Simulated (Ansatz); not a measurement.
A run of Ansatz 0.2.0 is set up as follows.

input.yaml

```yaml
crystal:
  lattice:
    - [0.0, 2.96575, 2.96575]
    - [2.96575, 0.0, 2.96575]
    - [2.96575, 2.96575, 0.0]
  atoms:
    - { symbol: Pb, position: [0.0, 0.0, 0.0] }
    - { symbol: S, position: [0.5, 0.5, 0.5] }
kpoints:
  mp_grid: { grid: [8, 8, 8] }
scf:
  occupations: { method: fermi_dirac, width: 0.05 }
hamiltonian:
  xc: blyp
  dispersion: d3bj
  pseudopotentials: { kind: all_electron, lapw: { basis_error: 0.001 } }
output:
  forces: true
  stress: true
relax:
  f_tol: 0.02
  max_steps: 60
  cell: {}
```

Potentials or basis: all-electron LAPW, scalar-relativistic.

The run is started by

```console
$ ansatz run input.yaml --threads 1 --pin off --max-ram 3072MiB --backend cpu --events-out ev --progress --plain --runs-dir out
```

**Question.** Predict the relaxed volume.

**Answer.** 26.55 Å³/atom.

**Question.** Predict the relaxed cell.

**Answer.** a = 4.219 Å, b = 4.219 Å, c = 4.219 Å, α = 60.00°, β = 60.00°, γ = 60.00°.

**Question.** What does it give for the space group after relaxing (to 0.05 Å)?

**Answer.** Fm-3m (No. 225).

Final structure:
```
Pb S
1.0
     0.00000    2.98338    2.98338
     2.98338    0.00000    2.98338
     2.98338    2.98338    0.00000
Pb S
1 1
Direct
  0.00000 0.00000 0.00000
  0.50000 0.50000 0.50000
```

 Zero-point motion and thermal expansion aren't in these numbers.
